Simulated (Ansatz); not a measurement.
A run of Ansatz 0.2.0 is set up as follows.

input.yaml

```yaml
crystal:
  lattice:
    - [-1.569037, 1.569037, 1.569037]
    - [1.569037, -1.569037, 1.569037]
    - [1.569037, 1.569037, -1.569037]
  atoms:
    - { symbol: Zn, position: [0.0, 0.0, 0.0] }
hamiltonian:
  xc: rpbe
  pseudopotentials: { kind: paw }
kpoints:
  mp_grid: { grid: [12, 12, 12] }
scf:
  occupations: { method: fermi_dirac, width: 0.05 }
output:
  forces: true
  stress: true
  eigenvalues: true
relax:
  f_tol: 0.01
  max_steps: 40
  cell: { stress_tol: 0.05 }
```

Potentials or basis: Ansatz PAW.

The run is started by

```sh
$ ansatz run input.yaml --threads 2 --pin off --max-ram 5632MiB --backend cpu --events-out ev --progress --plain --runs-dir out
```

Estimate the relaxed volume.

16.14 Å³/atom.

Estimate the space group after relaxing (to 0.05 Å).

Im-3m (No. 229).

Predict the relaxed cell.

a = 2.757 Å, b = 2.757 Å, c = 2.757 Å, α = 109.47°, β = 109.47°, γ = 109.47°.

The path:
| step | energy change (eV) | largest force (eV/Å) | volume (Å³) |
| --- | --- | --- | --- |
| 1 | 0.0000 | 0.0000 | 15.45 |
| 2 | -0.0041 | 0.0000 | 15.87 |
| 3 | -0.0047 | 0.0000 | 16.12 |
| 4 | -0.0047 | 0.0000 | 16.14 |
| 5 | -0.0052 | 0.0000 | 16.14 |

Caveat: the plane-wave basis is chosen anew once the cell has moved, so the energies of steps on either side of that aren't comparable; the PAW data sets come from PBE, with cores solved anew for the run's functional, which leaves a small shift of forces and pressure.
